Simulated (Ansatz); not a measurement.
Space group Pm-3m (No. 221). a = 4.786 Å, b = 4.786 Å, c = 4.786 Å, α = 90.00°, β = 90.00°, γ = 90.00°
| atom | site | symmetry | x | y | z |
| --- | --- | --- | --- | --- | --- |
| In | 3c | 4/mm.m | 0.5000 | 0.5000 | 0.0000 |
| Sb | 1a | m-3m | 0.0000 | 0.0000 | 0.0000 |

Equation of state of this In3Sb structure (not necessarily the ground state), with shape and atoms relaxed at each volume where symmetry leaves them free. It has no gap at any of these volumes. The calculation used DFT r2SCAN, scalar-relativistic, plane waves, PAW (Ansatz).

Cutoff 500 eV; k points 10×10×10 on the computed 4-atom cell (Γ-centred); Gaussian smearing, width 0.10 eV; no spin polarisation.

```csv
V (Å³/atom),E − E(largest V) (meV/atom),P (GPa)
25.768,2.49,2.83
26.591,-8.11,1.28
27.413,-11.30,-0.03
28.235,-8.22,-1.14
29.058,0.00,-2.05
```

**Question.** Fit a third-order Birch–Murnaghan equation to E(V).

**Answer.** V0 = 27.40 Å³/atom, B0 = 40 GPa, B0' = 5.0.

Spin-orbit coupling is left out, which matters for the bands of heavy elements.